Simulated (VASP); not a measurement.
# N: single point with PBE

The system is N.

```xyz
2
Lattice="2.4680 0.0000 0.0000 -1.2340 2.1374 0.0000 0.0000 0.0000 2.3961" Properties=species:S:1:pos:R:3 pbc="T T T"
N     0.0000    1.4249    1.7971
N     1.2340    0.7125    0.5990
```

The real solid is made of molecules; this cell is a model form.

The cell isn't the ideal one: volume scaled by 0.94.

* Program: VASP 6.6.1
* Task: single point
* Functional: PBE
* Potentials or basis: VASP PAW PBE potentials, release 64 (N)
* Cutoff: 520 eV
* k mesh: 12 × 12 × 11
* Occupations: fermi-dirac, width 0.05 eV
* Spin: no spin polarisation

```yaml
Pressure: 25.5 GPa
Band_gap_on_the_k_mesh: none (metal or under the smearing width)
```

Stress tensor (GPa, compression positive):
```
28.25  0.00  0.00
 0.00 28.25  0.00
 0.00  0.00 20.06
```

Levels at points of the mesh, in eV from the Fermi level:
```csv
k point,band 1,band 2,band 3,band 4,band 5,band 6,band 7,band 8,band 9,band 10
"(0.00, 0.00, 0.00)",-23.03,-5.27,-5.21,-2.61,-2.61,2.89,2.89,6.53,14.57,18.65
"(0.50, 0.00, 0.00)",-18.10,-15.11,-5.43,-2.13,-1.70,1.73,2.93,5.38,13.68,24.87
```

Wall time 17 s on 1 thread of AMD EPYC 7R43 64-Core Processor (Zen 3), on a shared host, peak memory 0.08 GiB.

Caveat: so large a pressure means that the cell lies far from this level's equilibrium, or that cutoff or potentials fall short.
